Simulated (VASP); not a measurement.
# Settings for S₂: zero-field splitting by spin-spin coupling

S₂, molecule in box, 2 atoms in the cell. PBE, spin-spin zero-field splitting; PAW potentials S_h (PBE set). VASP 6.6.1.

Wanted: D within 1 %.

Spin moment (muB): 2.

The series start from PRECFOCK: Accurate; Cutoff (eV): 750; Vacuum (Å): 8. Each series keeps the choices made before it, and each single choice may use up half of a tolerance. Times cover all steps of a run.

## PRECFOCK

| PRECFOCK | D (MHz) | Time (s) |
|---|---|---|
| Accurate | 1.107e4 | 101 |
| Normal | 1.107e4 | 115 |
| Fast | 1.104e4 | 109 |

Chosen: Accurate; no other choice that stays within half of the tolerance saves 30 % of the time.

## Cutoff (eV)

| Cutoff (eV) | D (MHz) | Time (s) |
|---|---|---|
| 600 | 1.107e4 | 63 |
| 750 | 1.107e4 | 101 |
| 900 | 1.107e4 | 142 |
| 1050 (reference) | 1.107e4 | 184 |

Chosen: 600, the loosest value from which every tighter one stays within half of the tolerance.

## Vacuum (Å)

| Vacuum (Å) | D (MHz) | Time (s) |
|---|---|---|
| 6 | 1.137e4 | 24 |
| 8 | 1.107e4 | 63 |
| 10 | 1.1e4 | 175 |
| 12 | 1.097e4 | 291 |
| 15 (reference) | 1.095e4 | 528 |

Chosen: 10.

## All choices together

| Input | D (MHz) | Time (s) |
|---|---|---|
| default cutoff and precision without LASPH, at the starting vacuum (naive) | 1.106e4 | 17 |
| chosen settings | 1.1e4 | 175 |
| reference settings throughout | 1.096e4 | 1292 |

The tolerance is met.

## The input

INCAR.step1:
```
PREC = Accurate
ENCUT = 600
EDIFF = 1E-6
NELM = 200
ALGO = Normal
ISMEAR = 0
SIGMA = 0.01
LREAL = False
LASPH = True
LMAXMIX = 4
LORBIT = 11
LWAVE = True
LCHARG = False
GGA = PE
ISYM = 0
ISPIN = 2
NUPDOWN = 2
MAGMOM = 1 1
NBANDS = 12
IBRION = 2
NSW = 40
EDIFFG = -0.01
```

INCAR.step2:
```
PREC = Accurate
ENCUT = 600
EDIFF = 1E-7
NELM = 200
ALGO = Normal
ISMEAR = 0
SIGMA = 0.01
LREAL = False
LASPH = True
LMAXMIX = 4
LORBIT = 11
LWAVE = False
LCHARG = False
GGA = PE
ISYM = 3
ISPIN = 2
NUPDOWN = 2
MAGMOM = 1 1
NBANDS = 12
LDMATRIX = True
ISTART = 1
PRECFOCK = Accurate
```

KPOINTS:
```
k-points
0
Gamma
  1 1 1
```

POSCAR.step1:
```
S
1.0
   10.0000000000      0.0000000000      0.0000000000
    0.0000000000     10.3000000000      0.0000000000
    0.0000000000      0.0000000000     12.5000000000
S
2
Direct
    0.5000000000      0.5000000000      0.4240000000
    0.5000000000      0.5000000000      0.5760000000
```

Commands (each step's output is kept before the next begins):
```
cat potpaw_PBE.64/S_h/POTCAR > POTCAR
cp INCAR.step1 INCAR
cp POSCAR.step1 POSCAR
mpirun -np 4 vasp_std > vasp.out
cp CONTCAR POSCAR
cp INCAR.step2 INCAR
mpirun -np 4 vasp_std > vasp.out
```

The naive input happens to agree within the tolerance here, in 17 s.

Limits: The spin-orbit part of D isn't included; images across the vacuum add a share that falls about as one over the box's volume.

The chosen input took VASP 6.6.1 175 s on 4 cores (Intel Xeon 6975P-C (Granite Rapids)), a shared host.
